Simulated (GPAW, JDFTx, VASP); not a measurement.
# One calculation of C, 3 ways

```xyz
2
Lattice="0.0000 1.7834 1.7834 1.7834 0.0000 1.7834 1.7834 1.7834 0.0000" Properties=species:S:1:pos:R:3 pbc="T T T"
C     2.6751    2.6751    2.6751
C     1.7834    1.7834    1.7834
```

Alike in all runs: task band structure; functional r2SCAN; k mesh 13 × 13 × 13; occupations fermi-dirac, width 0.05 eV; no spin polarisation; no spin-orbit coupling. Pressure is positive in compression and, in plane waves, holds the error of the finite cutoff. Gaps are the smaller of the mesh's and the band path's.

| program and potentials | plane-wave cutoff (eV) | notes | band gap (eV) | pressure (GPa) |
| --- | --- | --- | --- | --- |
| GPAW, GPAW PAW data sets (gpaw-data 1.2.1) | 800 | potentials made for PBE | ? | ? |
| VASP, PBE PAW files C, 520 eV | 520 | potentials made for PBE | 4.34 | -1.31 |
| JDFTx, SG15-PBE-1.2 | 1088 | potentials made for PBE | 4.26 | - |

Task: Estimate from the other rows what the run with GPAW, GPAW PAW data sets (gpaw-data 1.2.1) gave.

Result: Band gap 4.34 eV; pressure -3.06 GPa. The other rows, which needn't bracket it: band gap 4.26 to 4.34; pressure -1.31.
